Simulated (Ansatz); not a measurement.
SrCl2 (fluorite), relaxed with r2SCAN in Ansatz: the symmetry is Fm-3m (No. 225, cubic); conventional cell a = 6.995 Å, 28.53 Å³ an atom. Sr has 8 Cl at 3.03 Å; Cl has 4 Sr at 3.03 Å. It was then strained (epitaxial in the xy plane), atoms relaxed again within the symmetry left. Unstrained, HSE06 gives 6.591 eV (X → Γ, 4×4×4 mesh), and the band edges keep their places in every row. The normal direction was relaxed to zero stress. Only one sign of strain is shown, since it lowers the symmetry, and equivalent edge states can then move with another slope on the other side. Stress is positive in compression. No spin polarisation and no zero-point or thermal motion.

Axes as in this cell:
```xyz
3
Lattice="0.0000 3.4977 3.4977 3.4977 0.0000 3.4977 3.4977 3.4977 0.0000" Properties=species:S:1:pos:R:3 pbc="T T T"
Sr    0.0000    0.0000    0.0000
Cl    1.7489    1.7489    1.7489
Cl    5.2466    5.2466    5.2466
```

```csv
strain (%),ε,"ΔE_g, HSE06 (eV)","Δσ_xx, r2SCAN (GPa)"
-4.09,-0.0409,-0.143,+3.88
-3.0,-0.0300,-0.042,+2.75
-2.0,-0.0200,+0.012,+1.79
-1.5,-0.0150,+0.021,+1.32
```

**Fit ΔE_g = a x + b x² to these rows by least squares, with x = ε.** The normal equations take Σx² = 3.198e-03, Σx³ = -1.068e-04, Σx⁴ = 3.819e-06, ΣxΔE = 6.554e-03 and Σx²ΔE = -2.675e-04, and give a = -4.38 eV, b = -192.6 eV; the largest residual is 0.001 eV.

**Fit the change of σ_xx in the same way.** Δσ_xx = -84.0 x + (265) x² GPa. The slope, 84 GPa, is the biaxial modulus of the film.

**Predict the withheld row at -2.5 % (x = -0.0250).** ΔE_g ≈ -4.38 × (-0.0250) + (-192.6) × (-0.0250)² = -0.011 eV, and Δσ_xx ≈ +2.27 GPa. The runs give -0.013 eV and +2.25 GPa, off by -0.002 eV and -0.02 GPa.

The runs are scalar-relativistic, without spin-orbit coupling.
